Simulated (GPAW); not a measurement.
## PbSe (Clausthalite): relaxation of cell and atoms with PBEsol

PbSe (Clausthalite):

```
Pb Se
1.0
     0.00000    3.06065    3.06065
     3.06065    0.00000    3.06065
     3.06065    3.06065    0.00000
Pb Se
1 1
Direct
  0.00000 0.00000 0.00000
  0.50000 0.50000 0.50000
```

| Item | Value |
| --- | --- |
| Program | GPAW 26.7.0 |
| Task | relaxation of cell and atoms |
| Functional | PBEsol |
| Potentials or basis | PAW data sets generated in the run's folder for this functional |
| Cutoff | 600 eV |
| Basis | pw |
| k mesh | 8 × 8 × 8 |
| Occupations | fermi-dirac, width 0.05 eV |
| Spin | no spin polarisation |
| Target pressure | 2 GPa |
| Maxiter | 150 |
| Optimizer | BFGS |
| Fmax | 0.02 eV/Å |
| Max steps | 60 |
| Target pressure | 2 GPa |
| Convergence | density=1e-05 forces=0.0001 |

| Quantity | Value |
| --- | --- |
| Relaxed volume | 27.25 Å³/atom |
| Relaxed cell | a = 4.256 Å, b = 4.256 Å, c = 4.256 Å, α = 60.00°, β = 60.00°, γ = 60.00° |
| Space group after relaxing (to 0.05 Å) | Fm-3m (No. 225) |
| Energy change on relaxing (the enthalpy is what falls) | +5.8 meV/atom |
| Ionic steps | 3 |
| Pressure after relaxing | 2.1 GPa |
| Band gap on the k mesh | 0.03 eV, direct |

The path:
| step | energy change (eV) | largest force (eV/Å) | pressure (GPa) | volume (Å³) |
| --- | --- | --- | --- | --- |
| 1 | 0.0000 | 0.0000 | -0.72 | 57.34 |
| 2 | -0.0016 | 0.0000 | -0.18 | 56.75 |
| 3 | 0.0117 | 0.0000 | 2.11 | 54.49 |

Final structure:
```xyz
2
Lattice="0.0000 3.0091 3.0091 3.0091 0.0000 3.0091 3.0091 3.0091 0.0000" Properties=species:S:1:pos:R:3 pbc="T T T"
Pb    0.0000    0.0000    0.0000
Se    3.0091    3.0091    3.0091
```

Levels at points of the mesh, in eV from the valence-band top:
```
           k point  band 6  band 7  band 8  band 9  band 10  band 11  band 12  band 13  band 14  band 15
(0.00, 0.00, 0.00)  -14.10   -6.24   -2.18   -2.18    -2.18     4.71     4.71     4.71     6.29     6.29
(0.50, 0.50, 0.00)  -12.45   -7.48   -5.53   -3.64    -3.64     3.31     5.70     5.70     6.15    11.38
(0.50, 0.50, 0.50)  -12.91   -9.14   -1.72   -1.72     0.00     0.03     1.45     1.45     8.42    10.07
```

Wall time 61 s on 1 thread of Arm Neoverse V1, with other jobs on the host, peak memory 0.2 GiB.

Caveat: later steps reuse the first step's grids; spin-orbit coupling is left out, which as a rule narrows the gap of such compounds by several tenths of an eV. A k mesh can miss the band edges.
